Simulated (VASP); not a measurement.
Here is a VASP 6.6.1 calculation.

INCAR

```
PREC = Accurate ; ENCUT = 500
EDIFF = 1E-7 ; ISMEAR = 0
SIGMA = 0.02 ; LREAL = F
LASPH = T ; NELM = 60
ALGO = Normal ; ISIF = 2
LWAVE = F ; LCHARG = T
GGA = PE ; LELF = T
LVHAR = T ; NBANDS = 10
```

KPOINTS

```
Automatic mesh
0
Gamma
  8 8 8
```

POSCAR

```
Br
1.0
   -1.4234917050      1.4234917050      3.5775173700
    1.4234917050     -1.4234917050      3.5775173700
    1.4234917050      1.4234917050     -3.5775173700
Br
1
Direct
    0.0000000000      0.0000000000      0.0000000000
```

Potentials or basis: VASP PAW PBE potentials, release 64 (Br_GW).

Run with:

```bash
$ cat potpaw_PBE.64/Br_GW/POTCAR > POTCAR
$ mpirun -np 1 vasp_std > vasp.out
```

Q: Estimate the band gap on the k mesh.

A: None (metal or under the smearing width).

Q: Predict the pressure.

A: 1.4 GPa.

Caveat: the k mesh is coarse (spacing up to 0.39 Å⁻¹), so the values aren't converged; an odd number of electrons without spin polarisation forces a metal; a magnetic or distorted state may lie lower.
